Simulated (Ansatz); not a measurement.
Crystal: Li.

```
CELL_PARAMETERS angstrom
0.00000 2.20200 2.20200
2.20200 0.00000 2.20200
2.20200 2.20200 0.00000
ATOMIC_POSITIONS crystal
Li 0.00000 0.00000 0.00000
```

This isn't the form of Li at room conditions, which is bcc.

* Program: Ansatz 0.2.0
* Task: relaxation of cell and atoms
* Functional: PBEsol
* Potentials or basis: Ansatz PAW
* Cutoff: 420 eV (not typed: the program's choice for these potentials)
* k mesh: 10 × 10 × 10
* Occupations: fermi-dirac, width 0.05 eV
* Spin: no spin polarisation

At the start: volume 21.35 Å³/atom.

Question: Where does the relaxation end?

Answer: It ends after 4 steps and the volume is 20.16 Å³/atom (-5.6 %); space group Fm-3m (No. 225, to 0.05 Å).

Step by step:
```
step  energy change (eV)  largest force (eV/Å)  volume (Å³)
   1              0.0000                0.0000        21.35
   2             -0.0017                0.0000        20.86
   3             -0.0026                0.0000        20.16
   4             -0.0025                0.0000        20.16
```

Final structure:
```xyz
1
Lattice="0.0000 2.1603 2.1603 2.1603 0.0000 2.1603 2.1603 2.1603 0.0000" Properties=species:S:1:pos:R:3 pbc="T T T"
Li    0.0000    0.0000    0.0000
```

Caveat: the plane-wave basis is chosen anew once the cell has moved, so the energies of steps on either side of that aren't comparable.
